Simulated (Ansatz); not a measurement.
HfN, DFT, LDA, PAW with Ansatz's default frozen-core files, scalar-relativistic (Ansatz 0.2.0), run on 1 thread of Intel(R) Xeon(R) 6975P-C (Granite Rapids) on a shared host.

The geometry is COD entry 1539063, unchecked; take it as a test cell.

Command: `ansatz run input.yaml --threads 1 --pin off --max-ram 3072MiB --backend cpu --events-out ev --progress --plain --runs-dir out`

```yaml
crystal:
  lattice:
    - [0.0, 2.259, 2.259]
    - [2.259, 0.0, 2.259]
    - [2.259, 2.259, 0.0]
  atoms:
    - { symbol: Hf, position: [0.0, 0.0, 0.0] }
    - { symbol: "N", position: [0.5, 0.5, 0.5] }
kpoints:
  mp_grid: { grid: [10, 10, 10] }
  band_path:
    path:
      - [0.0, 0.0, 0.0]
      - [0.5, 0.0, 0.5]
      - [0.625, 0.25, 0.625]
      - [0.375, 0.375, 0.75]
      - [0.0, 0.0, 0.0]
      - [0.5, 0.5, 0.5]
      - [0.5, 0.25, 0.75]
      - [0.5, 0.0, 0.5]
    npoints: 14
scf:
  occupations: { method: fermi_dirac, width: 0.03 }
hamiltonian:
  xc: lda
  pseudopotentials: { kind: paw }
output:
  forces: true
  stress: true
  eigenvalues: true
  efg: { contact_densities: true }
  populations: true
  bader: true
  dos: { projected: true, de: 0.2, e_range: [-14, 8] }
  write_density: true
  write_potential: true
  elf: true
  volumetric_format: npy
```

**Question.** How large is the problem that the program sets up?

**Answer.** 47 irreducible k-points, 459 plane waves at Γ, 20 bands.

**Question.** Estimate the wall time and the peak memory.

**Answer.** 9.3 s of wall time for 7 SCF iterations, with a peak of 0.42 GiB. Times on shared machines scatter by tens of per cent.

**Question.** And the same cell and mesh by all-electron LAPW, asked for forces, stress, eigenvalues, populations, dos and the same band path, on the same hardware?

**Answer.** 11 s, peak memory 0.38 GiB.

**Question.** And the same cell and mesh by all-electron PAW (datasets made for this crystal), asked for forces, stress, eigenvalues, efg and the same band path, on the same hardware?

**Answer.** 11 s, peak memory 0.55 GiB.
